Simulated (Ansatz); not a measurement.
C4H6O can be A, `C1=COCC1`, or B, `C=CC(C)=O`.

Calculated with Ansatz (gas phase, PBE0-D4/def2-TZVP geometries, no zero-point term in ΔE). CCSD(T)/CBS is the MP2 limit (def2-TZVPP, def2-QZVPP) plus CCSD(T) − MP2 in def2-TZVPP, frozen cores. DFT in def2-TZVPP. B3LYP here is the variant with VWN-RPA as its local correlation; programs differ in this. Each species was taken in one conformer, which may not be the lowest.

Question: Which isomer does CCSD(T)/CBS put lower? Give the gap. (Estimate.)

Answer: Ansatz gave: B, by 28.5 kJ/mol.

Question: Give E(B) − E(A) in kJ/mol with ωB97M-V, MP2/def2-TZVPP, B3LYP-D4, B3LYP, r2SCAN-D4, B2PLYP, PBE0-D4. (An estimate is asked.)

Answer: Computed: ωB97M-V -25.7, MP2/def2-TZVPP -25.3, B3LYP-D4 -39.4, B3LYP -41.1, r2SCAN-D4 -29.2, B2PLYP -37.1, PBE0-D4 -16.9. None reverses the order clearly.

Question: Does the order hold for the free energy at 298.15 K (harmonic terms from PBE0-D4)? (Estimate.)

Answer: The calculation gave: Yes: G(B) − G(A) = -42.0 kJ/mol, for one conformer each.

Largest T1 diagnostic: 0.014.

From BLYP to BHLYP (50 % exact exchange), in def2-TZVPP and without D4, E(B) − E(A) moves by +18.9 kJ/mol. In def2-TZVPP, CCSD(T) changes the Hartree–Fock value by +16.2 kJ/mol (the triples alone add −0.9 kJ/mol) and MP2 by +20.4 kJ/mol.
